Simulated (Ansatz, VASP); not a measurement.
**AlGaN2 in VASP and in Ansatz**

```xyz
4
Lattice="3.0913 0.0000 0.0000 0.0000 3.0913 0.0000 0.0000 0.0000 4.3495" Properties=species:S:1:pos:R:3 pbc="T T T"
Al    1.5457    1.5457    2.1748
Ga    0.0000    0.0000    0.0000
N     1.5457    0.0000    3.2186
N     0.0000    1.5457    1.1309
```

Alike in both runs: task single point; functional LDA; k mesh 8 × 8 × 6; occupations gaussian, width 0.02 eV; no spin polarisation.

|  | VASP | Ansatz |
| --- | --- | --- |
| version | VASP 6.6.1 | Ansatz 0.2.0 |
| potentials or method | VASP PAW LDA potentials, release 64 (Al, Ga_d, N) | scalar-relativistic, plane waves, PAW |
| plane-wave cutoff (eV) | 520 | 420 |
| valence electrons in the cell | 26 | 26 |

|  | VASP | Ansatz | Ansatz less VASP |
| --- | --- | --- | --- |
| gap on the k mesh at the Fermi level (eV) | 3.24 | 3.23 | -0.011 |
| least direct gap on the mesh (eV) | 3.24 | 3.23 | -0.011 |
| pressure (GPa) | 6.0 | 5.1 | -0.97 |
| rms of the force components (eV/Å) | 0.014 | 0.001 | -0.0124 |

Atom by atom the forces differ by 0.012 eV/Å (rms over components).

A k mesh can miss the band edges.
